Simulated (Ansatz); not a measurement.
System: chalcopyrite CuInS2. Method: PBE-D3(BJ) in Ansatz (plane waves, PAW).

Settings: plane-wave cutoff 520 eV, 10×10×10 k mesh, Fermi–Dirac smearing 0.01 eV, no spin polarisation, scalar-relativistic PAW data made under PBE.

Energies at three volumes about the minimum:

```tsv
V (Å³/atom)	E − E_lowest (meV/atom)
20.595	1.97
21.015	0.00
21.435	1.84
```

Question: Fit a parabola by hand: where is the minimum, and what is the bulk modulus?

Answer: Slopes: (0.00 − 1.97)/(21.015 − 20.595) = -4.690 and (1.84 − 0.00)/(21.435 − 21.015) = 4.381 meV/Å³. Curvature E″ = 2 × (4.381 − (-4.690))/(21.435 − 20.595) = 21.598 meV/Å⁶. From the middle of the first interval, the slope vanishes at V0 = 20.8050 − (-4.690)/21.598 = 21.022 Å³/atom. B = V0 E″ = 21.022 × 21.598 meV/Å³ × 0.1602 GPa per meV/Å³ = 72.7 GPa. The full Birch–Murnaghan fit to all volumes gives V0 = 21.014 Å³/atom and B0 = 72.6 GPa.

Shape and atoms are relaxed at each volume.

Ansatz is an electronic-structure program.
